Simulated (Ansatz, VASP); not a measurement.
# Bi: VASP beside Ansatz

The input INCAR:

```
PREC     = Accurate       # precision mode
ENCUT    = 520            # plane-wave cutoff, eV
EDIFF    = 1E-6           # SCF threshold, eV
ISMEAR   = -1             # smearing method
SIGMA    = 0.1            # smearing width, eV
LREAL    = F              # projectors in reciprocal space
LASPH    = T              # aspherical terms in the spheres
NELM     = 100            # most SCF steps
ALGO     = Fast           # electronic algorithm
ISIF     = 2              # what is computed and relaxed
LWAVE    = F              # write WAVECAR
LCHARG   = F              # write CHGCAR
GGA      = RP             # functional
NBANDS   = 22             # bands
```

Contents of KPOINTS:

```
regular mesh
0
Gamma
  17 17 9
```

File POSCAR:

```
Bi
1.0
    3.5737419841      0.0000000000      0.0000000000
   -1.7868709921      3.0949513448      0.0000000000
    0.0000000000      0.0000000000      5.8808123318
Bi
2
Direct
    0.3333333333      0.6666666667      0.2500000000
    0.6666666667      0.3333333333      0.7500000000
```

Input for Ansatz:

```yaml
crystal:
  lattice:
    - [3.5737419841, 0.0, 0.0]
    - [-1.7868709921, 3.0949513448, 0.0]
    - [0.0, 0.0, 5.8808123318]
  atoms:
    - { symbol: Bi, position: [0.3333333333, 0.6666666667, 0.25] }
    - { symbol: Bi, position: [0.6666666667, 0.3333333333, 0.75] }
hamiltonian:
  xc: rpbe
  pseudopotentials:
    kind: paw
    azcp:
      Bi: "pseudopotentials/Bi.paw.azcp"
basis:
  ecutwfc: 420
  fft_grid_basis: typed
kpoints:
  mp_grid: { grid: [17, 17, 9], shift: [0, 0, 0] }
magnetization:
  spin_polarized: false
scf:
  occupations: { method: fermi_dirac, width: 0.1 }
output:
  stress: true
```

Alike in both runs: task single point; functional RPBE; k mesh 17 × 17 × 9; occupations fermi-dirac, width 0.1 eV; no spin polarisation.

|  | VASP | Ansatz |
| --- | --- | --- |
| version | VASP 6.6.1 | Ansatz 0.2.0 |
| potentials or method | VASP PAW PBE potentials, release 64 (Bi_d) | plane waves (420 eV) with PAW, scalar-relativistic |
| plane-wave cutoff (eV) | 520 | 420 |
| valence electrons in the cell | 30 | 30 |

Ansatz gave:

```
pressure (GPa)                                  : 0.1
largest component of the traceless stress (GPa) : 0.25
```

Q: What did VASP give for the same quantities?

A: Pressure (GPa): 0.0; largest component of the traceless stress (GPa): 0.25.

Caveats: the PAW data sets were made with another functional, which shifts forces and pressure a little (VASP).
